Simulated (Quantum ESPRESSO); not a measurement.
A run of Quantum ESPRESSO 7.5 is set up as follows.

Contents of pw.in:

```
&CONTROL
  calculation = 'scf'
  prefix = 'pwscf'
  outdir = './tmp'
  pseudo_dir = './pseudo'
  tprnfor = .true.
  tstress = .true.
  disk_io = 'nowf'
/
&SYSTEM
  ibrav = 0
  nat = 1
  ntyp = 1
  ecutwfc = 45
  ecutrho = 360
  nbnd = 12
  occupations = 'smearing'
  smearing = 'fd'
  degauss = 0.00367493
/
&ELECTRONS
  conv_thr = 2d-10
  electron_maxstep = 120
  mixing_beta = 0.5
/
ATOMIC_SPECIES
Nb    92.9064 nb_pbesol_v1.uspp.F.UPF
CELL_PARAMETERS angstrom
  -0.0410340000    2.1933810000    2.1088490000
   2.0464000000    0.0498140000    2.0180000000
   2.1262530000    2.1823850000   -0.0300390000
ATOMIC_POSITIONS crystal
Nb     0.0300770000   -0.0039730000   -0.0002200000
K_POINTS automatic
11 11 11 0 0 0
```

Potentials or basis: GBRV 1.5 PBEsol.

Launch:

```sh
$ OMP_NUM_THREADS=1 mpirun -n 2 pw.x -nk 2 -in pw.in > pw.out
```

(1) Predict the band gap on the k mesh.

(2) Predict the pressure.

Results:

(1) none (metal or under the smearing width).

(2) -8.2 GPa.
